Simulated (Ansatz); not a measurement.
BaTe (P6_3/mmc) at 2 levels of theory

One geometry, relaxed with PBE; plane waves with PAW potentials in Ansatz, scalar-relativistic. No spin polarisation. Gaps are the least over mesh and band path; pressure is positive in compression.

```yaml
crystal:
  lattice:
    - [4.94162, 0.00000, 0.00000]
    - [-2.47081, 4.27957, 0.00000]
    - [0.00000, 0.00000, 16.80183]
  atoms:
    - { symbol: Ba, position: [0.66667, 0.33333, 0.87714] }
    - { symbol: Ba, position: [0.33333, 0.66667, 0.12286] }
    - { symbol: Ba, position: [0.33333, 0.66667, 0.37714] }
    - { symbol: Ba, position: [0.66667, 0.33333, 0.62286] }
    - { symbol: Te, position: [0.00000, 0.00000, 0.00000] }
    - { symbol: Te, position: [0.00000, 0.00000, 0.50000] }
    - { symbol: Te, position: [0.66667, 0.33333, 0.25000] }
    - { symbol: Te, position: [0.33333, 0.66667, 0.75000] }
```

| level | cutoff (eV) | k mesh | gap (eV) | pressure (GPa) |
| --- | --- | --- | --- | --- |
| PBE | 420 | 6×6×2 | 1.72 | 0.0 |

Task: What comes out on the same cell with r2SCAN?

Result:
```csv
level,cutoff (eV),k mesh,gap (eV),pressure (GPa)
r2SCAN,500,6×6×2,2.07,-0.1
```

Spin-orbit coupling matters for the bands of heavy elements and is left out.

It was reached by relaxing an invented guess, and it needn't be the stable form of this composition.
